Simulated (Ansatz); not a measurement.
Mg under changes of volume

One of the cells (22.285 Å³/atom); the others are scaled copies at fixed shape and fractional positions:

```
Mg
1.0
    -1.77276    1.77276    1.77276
     1.77276   -1.77276    1.77276
     1.77276    1.77276   -1.77276
Mg
1
Cartesian
  0.0000 0.0000 0.0000
```

This isn't the form of Mg at room conditions, which is hcp.

```yaml
Program: Ansatz 0.2.0
Functional: PBE
Potentials_or_basis: Ansatz PAW
Cutoff: "420 eV (not typed: the program's choice for these potentials)"
k_mesh: 11 × 11 × 11
Occupations: fermi-dirac, width 0.05 eV
Spin: no spin polarisation
```

```csv
volume (Å³/atom),energy over the lowest point (meV/atom),pressure (GPa)
20.948,20.31,3.7
21.394,11.43,2.7
21.839,5.25,1.8
22.285,1.52,0.9
22.731,0.00,0.2
23.176,?,?
23.622,2.82,-1.1
```

Q: What does the run at 23.176 Å³/atom give?

A: Energy over the lowest point 0.50 meV/atom; pressure -0.5 GPa.

Worked out: A Birch-Murnaghan fit of order 3 (a polynomial in V^(-2/3)) to the other rows has its minimum at 22.84 Å³/atom with B0 = V·E''(V) = 36 GPa and B' = 4.0. It gives 0.50 meV/atom at 23.176 Å³/atom, against the run's 0.50, and -dE/dV = -0.5 GPa, against -0.5.

Energies are extrapolated to zero smearing.
